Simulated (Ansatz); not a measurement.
System: MgO (rock salt type), 2 atoms in the cell.

Theory: Ansatz 0.2.0 development build, PBE, all-electron LAPW, point nucleus.

k-mesh 8×8×8 Γ-centred; Fermi–Dirac smearing of 0.1 eV; no spin polarisation.

```yaml
crystal:
  lattice:
    - [0.00000, 2.12500, 2.12500]
    - [2.12500, 0.00000, 2.12500]
    - [2.12500, 2.12500, 0.00000]
  atoms:
    - { symbol: Mg, position: [0.00000, 0.00000, 0.00000] }
    - { symbol: O, position: [0.50000, 0.50000, 0.50000] }
```
Lattice in Å, positions in fractions of it.

Question: Is the cell under compression or tension, and by how much?

Answer: The pressure is 0.46 GPa, so at these settings the cell is compressed and would expand.
